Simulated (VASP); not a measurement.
ZnCu, 2 atoms in the cell. It takes space group F-43m (No. 216, cubic). Conventional cell: a = 5.551 Å, b = 5.551 Å, c = 5.551 Å, α = 90.00°, β = 90.00°, γ = 90.00°. Around Zn (site symmetry -43m) lie 4 Cu at 2.40 Å. Around Cu (site symmetry -43m) lie 4 Zn at 2.40 Å. The cell was built by a generator and needn't be a form met in nature.

* Program: VASP 6.6.1
* Task: relaxation of cell and atoms
* Functional: PBE
* Potentials or basis: VASP PAW PBE potentials, release 64 (Zn, Cu)
* Cutoff: 600 eV
* k mesh: 8 × 8 × 8
* Occupations: methfessel-paxton, width 0.1 eV
* Spin: no spin polarisation
* Further INCAR settings: ALGO = Normal; EDIFF = 1e-06; IBRION = 2; EDIFFG = -0.01; NSW = 40; ISIF = 3

Potentials or basis: VASP PAW PBE potentials, release 64 (Zn, Cu).

The run is started by

```console
$ cat potpaw_PBE.64/Zn/POTCAR potpaw_PBE.64/Cu/POTCAR > POTCAR
$ mpirun -np 1 vasp_std > vasp.out
```

Hardware: 1 thread of Intel(R) Xeon(R) 6975P-C (Granite Rapids), with other jobs on the host.

Problem. Estimate the wall time of this run.

Solution. Wall time 28 s on 1 thread of Intel(R) Xeon(R) 6975P-C (Granite Rapids), on a shared host, peak memory 0.18 GiB. Counts: scf iterations 21, k points 29, ion steps 2.
